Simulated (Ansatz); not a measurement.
# TiO2 (rutile): which axis gives way under pressure?

Cell and atoms of rutile TiO2 are relaxed at set pressures, to see how each axis shrinks. The phase is followed to these pressures whether or not it stays the stable one.

Calculated with Ansatz 0.2.0, PBEsol, PAW files of the set soft_1, cutoff 600 eV, Fermi–Dirac smearing 0.02 eV, k-mesh 6×6×9, no spin polarisation, no spin-orbit coupling.

Reference cell, relaxed at zero pressure with PBEsol (P4_2/mnm): a = 4.5913 Å, b = 4.5913 Å, c = 2.9392 Å, α = 90.00°, β = 90.00°, γ = 90.00°.

```
atom       x       y       z
  Ti  0.0000  0.0000  0.0000
  Ti  0.5000  0.5000  0.5000
   O  0.3044  0.3044  0.0000
   O  0.1956  0.8044  0.5000
   O  0.6956  0.6956  0.0000
   O  0.8044  0.1956  0.5000
```

```
P (GPa)   a (Å)   c (Å)     c/a
  −4.00  4.6275  2.9486  0.6372
   0.00  4.5913  2.9392  0.6402
   5.00  4.5524  2.9273  0.6430
  10.00  4.5176  2.9160  0.6455
  15.00  4.4864  2.9052  0.6476
  30.00  4.4068  2.8755  0.6525
```

**Question.** Give the linear compressibility of each axis at zero pressure, and the edges at 20.00 GPa, a row left out above.

Least squares with l = l0 + l1 P + l2 P² gives for a: l0 = 4.5926 Å, l1 = −8.153e−3 Å/GPa, l2 = 6.57e−5 Å/GPa², so β = −l1/l0 = 1.775 × 10⁻³ GPa⁻¹ and the withheld edge is 4.4558 Å. The run itself gives 4.4577 Å, so the estimate misses by 0.0019 Å, more than the largest misfit of the fitted rows (0.0013 Å).

Least squares with l = l0 + l1 P + l2 P² gives for c: l0 = 2.9390 Å, l1 = −2.388e−3 Å/GPa, l2 = 9.00e−6 Å/GPa², so β = −l1/l0 = 0.812 × 10⁻³ GPa⁻¹ and the withheld edge is 2.8949 Å. The run itself gives 2.8949 Å, so the estimate misses by 0.0000 Å, a rounding's worth.

The compressibilities add to the volume compressibility, 2β_a + β_c = 4.363 × 10⁻³ GPa⁻¹, or B0 ≈ 229 GPa; a parabola over so wide a range errs a few per cent to the stiff side. The a axis is the softest, 2.2 times as compressible as c.

[Logs are printed without paths, hosts, clocks, repeated set-up lines and the standing remarks that a program may print on its own settings, such as how far it seeks lower states.]
